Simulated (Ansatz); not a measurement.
System: chalcopyrite CuInS2. Method: r²SCAN (Ansatz, a quantum-chemistry and plane-wave program, plane waves, PAW).

Settings: plane-wave cutoff 560 eV, 10×10×10 k mesh, Fermi–Dirac smearing 0.01 eV, no spin polarisation, scalar-relativistic PAW data made under PBE.

Equation-of-state points:

```
V (Å³/atom)  E − E_lowest (meV/atom)
-----------  -----------------------
20.363                          8.43
20.787                          2.02
21.212                          0.00
21.636                          1.88
22.060                          7.22
```

Task: Estimate the bulk modulus and its pressure derivative from these points.

Result: V0 = 21.212 Å³/atom, B0 = 73.6 GPa, B′ = 4.8 (fit to the energies at full precision).

Shape and atoms are relaxed at each volume.

Spin–orbit coupling is not included.

Computed values are for the static lattice.
